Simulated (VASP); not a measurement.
# MgO (P-6m2) in VASP: further runs, part 2 of 2

VASP 6.6.1. Earlier steps stand in the parts before.

## (3) EvGW quasiparticle levels, PBE

Contents of POSCAR:

```
MgO
1.0
    2.9380209034      0.0000000000      0.0000000000
   -1.4690104517      2.5444007392      0.0000000000
    0.0000000000      0.0000000000      2.6796800000
Mg O
1 1
Direct
    0.0000000000      0.0000000000      0.0000000000
    0.3333333333      0.6666666667      0.5000000000
```

Contents of INCAR.step1:

```
SYSTEM = MgO
PREC     = Accurate       ! precision mode
ENCUT    = 450            ! plane-wave cutoff, eV
EDIFF    = 1E-8           ! SCF threshold, eV
ISMEAR   = 0              ! smearing method
SIGMA    = 0.01           ! smearing width, eV
LREAL    = .FALSE.        ! projectors in reciprocal space
LASPH    = .TRUE.         ! aspherical terms in the spheres
NELM     = 80             ! most SCF steps
ALGO     = Fast           ! electronic algorithm
LWAVE    = .TRUE.         ! write WAVECAR
LCHARG   = .FALSE.        ! write CHGCAR
GGA      = PE             ! functional
```

Contents of INCAR.step2:

```
SYSTEM = MgO
PREC     = Accurate       ! precision mode
ENCUT    = 450            ! plane-wave cutoff, eV
EDIFF    = 1E-8           ! SCF threshold, eV
ISMEAR   = 0              ! smearing method
SIGMA    = 0.01           ! smearing width, eV
LREAL    = .FALSE.        ! projectors in reciprocal space
LASPH    = .TRUE.         ! aspherical terms in the spheres
NELM     = 1              ! most SCF steps
ALGO     = Exact          ! electronic algorithm
LWAVE    = .TRUE.         ! write WAVECAR
LCHARG   = .FALSE.        ! write CHGCAR
GGA      = PE             ! functional
NBANDS   = 87             ! bands
LOPTICS  = .TRUE.         ! frequency-dependent dielectric function
ISTART   = 1
```

Contents of INCAR.step3:

```
SYSTEM = MgO
PREC     = Accurate       ! precision mode
ENCUT    = 450            ! plane-wave cutoff, eV
EDIFF    = 1E-8           ! SCF threshold, eV
ISMEAR   = 0              ! smearing method
SIGMA    = 0.01           ! smearing width, eV
LREAL    = .FALSE.        ! projectors in reciprocal space
LASPH    = .TRUE.         ! aspherical terms in the spheres
ALGO     = EVGW           ! electronic algorithm
LWAVE    = .FALSE.        ! write WAVECAR
LCHARG   = .FALSE.        ! write CHGCAR
GGA      = PE             ! functional
NELMGW   = 4            
NBANDS   = 87             ! bands
ENCUTGW  = 150            ! cutoff of the response function
NOMEGA   = 48             ! frequency points
PRECFOCK = Fast         
ISTART   = 1            
NBANDSGW = 12
```

Contents of KPOINTS:

```
regular mesh
0
G
  5 5 5
  0 0 0
```

Potentials or basis: VASP PAW PBE potentials, release 64 (Mg_GW, O_GW).

Launch:

```console
> cat potpaw_PBE.64/Mg_GW/POTCAR potpaw_PBE.64/O_GW/POTCAR > POTCAR
> cp INCAR.step1 INCAR
> mpirun -np 1 vasp_std > vasp.out
> cp INCAR.step2 INCAR
> mpirun -np 1 vasp_std > vasp.out
> cp INCAR.step3 INCAR
> mpirun -np 1 vasp_std > vasp.out
```

OUTCAR:

```text
SYSTEM = MgO
   PREC = Accurate
   ENCUT = 450
   EDIFF = 1E-8
   ISMEAR = 0
   LREAL = .FALSE.
   LASPH = .TRUE.
   GGA = PE
   NELMGW = 4
   ENCUTGW = 150
   PRECFOCK = Fast
   ISTART = 1

 ion  position               nearest neighbor table
   1  0.000  0.000  0.000-   2 2.16   2 2.16   2 2.16   2 2.16   2 2.16   2 2.16
   2  0.333  0.667  0.500-   1 2.16   1 2.16   1 2.16   1 2.16   1 2.16   1 2.16

  LATTYP: Found a hexagonal cell.
 ALAT       =     2.9380209034
 C/A-ratio  =     0.9120697531

  Lattice vectors:

 A1 = (   2.9380209034,   0.0000000000,   0.0000000000)
 A2 = (  -1.4690104517,   2.5444007392,   0.0000000000)
 A3 = (   0.0000000000,   0.0000000000,   2.6796800000)

Analysis of symmetry for initial positions (statically):
[... 157 lines left out ...]
   ENCUTLF             =  -1.0    cutoff for local field effects
   NELMGW              =     4    number of iterations in solving QP/BSE equation
   NELMHF              =     1    number of iterations in the inner HF iteration
   NKREDLFX            =     1    NKREDLFY  =   1   NKREDLFZ  =   1
 non-spin polarized calculation
 Gauss-broadening in eV      SIGMA  =   0.01
  energy-cutoff  :      450.00
  volume of cell :       20.03
 maximum number of plane-waves:       448
  NGX = 14; NGY = 14; NGZ = 12
   NGX = 11   NGY = 11   NGZ =  9
 maximum number of plane-waves:        89
 NGX is ok and might be reduce to    14

 QP shifts <psi_nk| G(iteration)W_0 |psi_nk>: iteration 1
 for sc-GW calculations column KS-energies equals QP-energies in previous step
 and V_xc(KS)=  KS-energies - (<T + V_ion + V_H > + <T+V_H+V_ion>^1  + <V_x>^1)

 k-point   1 :       0.0000    0.0000    0.0000
  band No.  KS-energies  QP-energies   sigma(KS)   V_xc(KS)     V^pw_x(r,r')   Z            occupation Imag(sigma)

      1     -14.1275     -16.0681     -20.9985     -18.1388     -29.8636       0.6786       2.0000       1.1899
      2       2.7084       1.5666     -20.6691     -19.1637     -24.6439       0.7585       2.0000       0.1267
      3       2.7084       1.5666     -20.6691     -19.1637     -24.6439       0.7585       2.0000       0.1267
      4       2.9073       1.7541     -20.7873     -19.2674     -24.7529       0.7587       2.0000       0.1251
      5       6.3024       7.2541     -10.0473     -11.2052      -6.8595       0.8219       0.0000      -0.0623
      6      15.1783      16.2148      -7.6891      -8.9623      -3.2761       0.8140       0.0000      -0.1155
      7      18.8390      19.9609      -7.3931      -8.7783      -2.7107       0.8099       0.0000      -0.2230
      8      18.8390      19.9609      -7.3931      -8.7783      -2.7107       0.8099       0.0000      -0.2230
      9      23.1217      24.1118      -7.3312      -8.4892      -2.1234       0.8550       0.0000      -0.6880
     10      24.0836      25.4917      -9.1659     -10.9715      -3.4065       0.7798       0.0000      -0.6713
     11      25.7447      27.1651      -9.3815     -11.2141      -3.4207       0.7751       0.0000      -0.7055
     12      25.7447      27.1651      -9.3815     -11.2141      -3.4207       0.7751       0.0000      -0.7055
[... 938 lines left out ...]
      1     -15.6278     -15.7529     -23.4152       7.6241     -31.4289       0.7662       2.0000       0.7553
      2      -2.3091      -2.3823     -19.1256      16.7252     -23.0283       0.8010       2.0000       0.1091
      3      -2.2198      -2.2913     -18.6032      16.2942     -22.3792       0.8022       2.0000       0.1041
      4      -0.5508      -0.6156     -19.8278      19.1969     -23.4939       0.8091       2.0000       0.0944
      5      11.0664      11.1043      -7.0367      18.1470      -3.4120       0.8641       0.0000      -0.0637
      6      16.4810      16.5267      -8.2874      24.8221      -4.3184       0.8519       0.0000      -0.0754
      7      18.4307      18.4820      -8.5299      27.0213      -4.2906       0.8450       0.0000      -0.0883
      8      20.1922      20.2525     -10.6693      30.9351      -6.0488       0.8207       0.0000      -0.1297
      9      21.9415      22.0026     -10.9387      32.9555      -5.9921       0.8114       0.0000      -0.2055
     10      26.8677      26.9301      -8.9192      35.8626      -3.7110       0.8236       0.0000      -0.3200
     11      29.1337      29.1948      -7.2589      36.4653      -2.2372       0.8416       0.0000      -0.4098
     12      33.9463      34.0031      -6.7259      40.7402      -1.5582       0.8370       0.0000      -0.5347
```

OUTCAR.step2:

```text
SYSTEM = MgO
   PREC = Accurate
   ENCUT = 450
   EDIFF = 1E-8
[... 831 lines left out ...]
  --------------------------------------------------------------------------------------------------------------
     0.00000     3.65418     3.65418     3.86644    -0.00000    -0.00000     0.00000
     1.94465     3.88464     3.88464     4.18390    -0.00000    -0.00000     0.00000
     3.88931     3.01086     3.01086     3.87567    -0.00000    -0.00000     0.00000
     5.83396     2.46547     2.46547     3.04735     0.00000    -0.00000     0.00000
     7.77861     5.77067     5.77067     3.60294     0.00000    -0.00000     0.00000
     9.72326     3.13576     3.13576    -4.78673    -0.00000    -0.00000    -0.00000
[... 92 lines left out ...]
   190.57598     0.98488     0.98488     0.98478     0.00000    -0.00000    -0.00000
   192.52063     0.98521     0.98521     0.98511     0.00000    -0.00000    -0.00000
```

Wall time 4.1 min (1 thread of Intel Xeon 6975P-C (Granite Rapids), shared host); peak memory 0.24 GiB.

Results:

```
Band gap on the k mesh, mean-field level : 3.01 eV, indirect (least direct gap 3.39 eV)
Quasiparticle gap                        : 6.16 eV
Least direct quasiparticle gap           : 6.62 eV
```

Quasiparticle gap after each update of the energies (eV): 5.06, 5.83, 6.08, 6.16

Caveat: the k mesh is coarse (spacing up to 0.49 Å⁻¹), so the values aren't converged; the cutoff is under 1.25 times the usual one of these potentials, so pressure, stress and relaxed cells hold a basis-set (Pulay) error; bands, screening cutoff and mesh are small and nothing is extrapolated, so the quasiparticle values aren't converged; an odd mesh through Γ misses points on the zone boundary, where band edges often lie.

## (4) G0W0 quasiparticle levels, PBE

POSCAR is that of step 3.

Contents of INCAR.step1:

```
SYSTEM = MgO
PREC = Accurate
ENCUT = 520
EDIFF = 1E-8
ISMEAR = 0
SIGMA = 0.01
LREAL = .False.
LASPH = .True.
NELM = 60
ALGO = Fast
LWAVE = .True.
LCHARG = .False.
GGA = PE
```

Contents of INCAR.step2:

```
SYSTEM = MgO
PREC = Accurate
ENCUT = 520
EDIFF = 1E-8
ISMEAR = 0
SIGMA = 0.01
LREAL = .False.
LASPH = .True.
NELM = 1
ALGO = Exact
LWAVE = .True.
LCHARG = .False.
GGA = PE
NBANDS = 124
LOPTICS = .True.
ISTART = 1
```

Contents of INCAR.step3:

```
SYSTEM = MgO
PREC = Accurate
ENCUT = 520
EDIFF = 1E-8
ISMEAR = 0
SIGMA = 0.01
LREAL = .False.
LASPH = .True.
ALGO = EVGW0
LWAVE = .False.
LCHARG = .False.
GGA = PE
NELMGW = 1
NBANDS = 124
ENCUTGW = 260
NOMEGA = 72
PRECFOCK = Fast
ISTART = 1
NBANDSGW = 12
```

Contents of KPOINTS:

```
regular mesh
0
Gamma
  5 5 5
  0 0 0
```

Potentials or basis: VASP PAW PBE potentials, release 64 (Mg_GW, O_GW).

Launch:

```console
> cat potpaw_PBE.64/Mg_GW/POTCAR potpaw_PBE.64/O_GW/POTCAR > POTCAR
> cp INCAR.step1 INCAR
> mpirun -np 1 vasp_std > vasp.out
> cp INCAR.step2 INCAR
> mpirun -np 1 vasp_std > vasp.out
> cp INCAR.step3 INCAR
> mpirun -np 1 vasp_std > vasp.out
```

OUTCAR:

```text
SYSTEM = MgO
   PREC = Accurate
   ENCUT = 520
   EDIFF = 1E-8
   ISMEAR = 0
   LREAL = .False.
   LASPH = .True.
   GGA = PE
   NELMGW = 1
   ENCUTGW = 260
   PRECFOCK = Fast
   ISTART = 1

 ion  position               nearest neighbor table
   1  0.000  0.000  0.000-   2 2.16   2 2.16   2 2.16   2 2.16   2 2.16   2 2.16
   2  0.333  0.667  0.500-   1 2.16   1 2.16   1 2.16   1 2.16   1 2.16   1 2.16

  LATTYP: Found a hexagonal cell.
 ALAT       =     2.9380209034
 C/A-ratio  =     0.9120697531

  Lattice vectors:

 A1 = (   2.9380209034,   0.0000000000,   0.0000000000)
 A2 = (  -1.4690104517,   2.5444007392,   0.0000000000)
 A3 = (   0.0000000000,   0.0000000000,   2.6796800000)

Analysis of symmetry for initial positions (statically):
=====================================================================
 Subroutine PRICEL returns:
 Original cell was already a primitive cell.

 Routine SETGRP: Setting up the symmetry group for a
 hexagonal supercell.

 Subroutine GETGRP returns: Found 12 space group operations
 (whereof 12 operations were pure point group operations)
 out of a pool of 24 trial point group operations.

The static configuration has the point symmetry D_3h.

Analysis of symmetry for dynamics (positions and initial velocities):
=====================================================================
 Subroutine PRICEL returns:
[... 113 lines left out ...]
   EFERMI =   0.00;   METHOD = LEGACY
   ISMEAR =     0;   SIGMA  =   0.01  broadening in eV -4-tet -1-fermi 0-gaus
   EFERMI_NEDOS =   21; number of points for ismear=-14 and -15
   IALGO  =     38    algorithm
   IMIX   =      4    mixing-type and parameters
     AMIX     =   0.40;   BMIX     =  1.00
     AMIX_MAG =   1.60;   BMIX_MAG =  1.00
  volume/ion in A,a.u.               =      10.02        67.59
  Fermi-wavevector in a.u.,A,eV,Ry     =   1.205583  2.278221 19.775115  1.453430
  Thomas-Fermi vector in A             =   2.341275
   LORBIT       =      0    0 simple, 1 ext, 2 COOP (PROOUT), +10 PAW based schemes
   GGA     = PE    functional components
   LHFCALC =     T    Hartree Fock is set to
   PRECFOCK=fast      Normal, Fast or Accurate (Low or Medium for compatibility)
   ENCUT4O =  -1.0   cutoff for four orbital integrals eV
   NKREDX  =     1    reduce k-point grid by
   NKREDY  =     1    reduce k-point grid by
   NKREDZ  =     1    reduce k-point grid by
   AEXX    =    1.0000 exact exchange contribution
   HFSCREEN=    0.0000 screening length (either q_TF or 0.3 A-1)
   HFSCREENC=   0.0000 screening length for correlation (either q_TF or 0.3 A-1)
   ENCUTFOCK=  -1.0 apply spherical cutoff to Coloumb kernel
   IVDW    =     0    specifies the selected vdW correction
   LEPSILON=     F    determine dielectric tensor
   LRPA    =     F    only Hartree local field effects (RPA)
   LRPAFORCE           =     F    calculate RPA forces
   ENCUTGW             = 260.0    cutoff for response function in eV
   ENCUTGWSOFT         = 208.0    soft cutoff for Coulomb kernel in GW response function in eV
   ENCUTLF             =  -1.0    cutoff for local field effects
   NELMGW              =     1    number of iterations in solving QP/BSE equation
   NELMHF              =     1    number of iterations in the inner HF iteration
   NKREDLFX            =     1    NKREDLFY  =   1   NKREDLFZ  =   1
 non-spin polarized calculation
 Gauss-broadening in eV      SIGMA  =   0.01
  energy-cutoff  :      520.00
  volume of cell :       20.03
 maximum number of plane-waves:       562
 NGX is ok and might be reduce to    24
  NGX = 14; NGY = 14; NGZ = 12
   NGX = 11   NGY = 11   NGZ =  9
 maximum number of plane-waves:       200

 QP shifts <psi_nk| G(iteration)W_0 |psi_nk>: iteration 1
 for sc-GW calculations column KS-energies equals QP-energies in previous step
 and V_xc(KS)=  KS-energies - (<T + V_ion + V_H > + <T+V_H+V_ion>^1  + <V_x>^1)

 k-point   1 :       0.0000    0.0000    0.0000
  band No.  KS-energies  QP-energies   sigma(KS)   V_xc(KS)     V^pw_x(r,r')   Z            occupation Imag(sigma)

      1     -14.1335     -16.1746     -21.1953     -18.1392     -29.8588       0.6679       2.0000       1.0741
      2       2.7030       1.4126     -20.8655     -19.1592     -24.6359       0.7563       2.0000       0.0678
      3       2.7030       1.4126     -20.8655     -19.1592     -24.6359       0.7563       2.0000       0.0678
      4       2.9047       1.5983     -20.9886     -19.2638     -24.7470       0.7574       2.0000       0.0658
      5       6.3008       7.2189     -10.0858     -11.2031      -6.8551       0.8216       0.0000      -0.0443
      6      15.1765      16.1995      -7.7101      -8.9641      -3.2765       0.8157       0.0000      -0.0745
      7      18.8375      19.9327      -7.4306      -8.7802      -2.7115       0.8115       0.0000      -0.1760
      8      18.8375      19.9327      -7.4306      -8.7802      -2.7115       0.8115       0.0000      -0.1760
      9      23.1217      24.0975      -7.3637      -8.4891      -2.1232       0.8671       0.0000      -0.6608
     10      24.0831      25.3865      -9.2823     -10.9719      -3.4069       0.7714       0.0000      -0.6125
     11      25.7425      27.0499      -9.5166     -11.2156      -3.4221       0.7696       0.0000      -0.6424
     12      25.7425      27.0499      -9.5166     -11.2156      -3.4221       0.7696       0.0000      -0.6424
[... 212 lines left out ...]
      1     -12.3632     -14.4113     -22.9265     -19.9796     -31.4215       0.6950       2.0000       0.9272
      2       0.0022      -1.5305     -18.8061     -16.7150     -23.0224       0.7329       2.0000       0.0898
      3       0.1215      -1.4506     -18.3010     -16.1666     -22.3746       0.7366       2.0000       0.0877
      4       1.5395       0.0895     -19.5852     -17.6505     -23.4884       0.7495       2.0000       0.0737
      5       9.7509      10.5664      -7.3974      -8.3961      -3.4114       0.8166       0.0000      -0.0600
      6      14.5195      15.8196      -8.6791     -10.3026      -4.3183       0.8008       0.0000      -0.0824
      7      16.4557      17.7228      -8.9753     -10.5657      -4.2906       0.7967       0.0000      -0.1131
      8      18.0553      19.3841     -11.1819     -12.8793      -6.0484       0.7829       0.0000      -0.2322
      9      19.4645      21.0803     -11.4203     -13.4910      -5.9927       0.7803       0.0000      -0.3262
     10      24.8159      26.0964      -9.4159     -11.0456      -3.7107       0.7857       0.0000      -0.5725
     11      27.0544      28.3901      -7.7554      -9.4101      -2.2374       0.8072       0.0000      -0.6476
     12      31.9893      33.3093      -7.1426      -8.7503      -1.5585       0.8211       0.0000      -0.8836
```

OUTCAR.step1:

```text
SYSTEM = MgO
   PREC = Accurate
   ENCUT = 520
   EDIFF = 1E-8
   ISMEAR = 0
   LREAL = .False.
   LASPH = .True.
[... 377 lines left out ...]
      0.00000      0.00000      0.00000        -0.000000      0.000000      0.000000
     -0.00000      1.69627      1.33984         0.000000     -0.000000      0.000000
 -----------------------------------------------------------------------------------
    total drift:                                0.000000     -0.000000     -0.000000

  FREE ENERGIE OF THE ION-ELECTRON SYSTEM (eV)
  ---------------------------------------------------
  free  energy   TOTEN  =       -11.2472106716 eV

  energy  without entropy=      -11.2472106716  energy(sigma->0) =      -11.24721067
```

OUTCAR.step2:

```text
SYSTEM = MgO
   PREC = Accurate
   ENCUT = 520
   EDIFF = 1E-8
[... 832 lines left out ...]
  --------------------------------------------------------------------------------------------------------------
     0.00000     3.62897     3.62897     3.86424     0.00000    -0.00000     0.00000
     2.40425     4.01244     4.01244     4.43013     0.00000    -0.00000     0.00000
     4.80850     5.50688     5.50688     8.15604     0.00000    -0.00000     0.00000
     7.21276     4.87823     4.87823     2.40616     0.00000    -0.00000     0.00000
     9.61701     4.02051     4.02051     0.85326    -0.00000    -0.00000     0.00000
    12.02126     0.68198     0.68198     2.34745    -0.00000    -0.00000     0.00000
[... 92 lines left out ...]
   235.61673     0.98999     0.98999     0.98993     0.00000     0.00000    -0.00000
   238.02098     0.99021     0.99021     0.99015     0.00000     0.00000    -0.00000
```

Run time: 2 min. Hardware: 1 thread of Intel Xeon 6975P-C (Granite Rapids), shared host; peak memory 0.4 GiB.

Results:

- Band gap on the k mesh, mean-field level: 3.01 eV, indirect (least direct gap 3.40 eV)
- Quasiparticle gap: 5.18 eV
- Least direct quasiparticle gap: 5.62 eV

Caveat: the k mesh is coarse (spacing up to 0.49 Å⁻¹), so the values aren't converged; bands, screening cutoff and mesh are small and nothing is extrapolated, so the quasiparticle values aren't converged; an odd mesh through Γ misses points on the zone boundary, where band edges often lie.

## (5) The reference run

An earlier run on the cell as given: functional PBE; potentials or basis VASP PAW PBE potentials, release 64 (Mg, O); cutoff 520 eV; k mesh 10 × 10 × 10; occupations fermi-dirac, width 0.05 eV; no spin polarisation.

- Pressure: -0.7 GPa
- Band gap on the k mesh: 3.01 eV, indirect (least direct gap 3.40 eV)
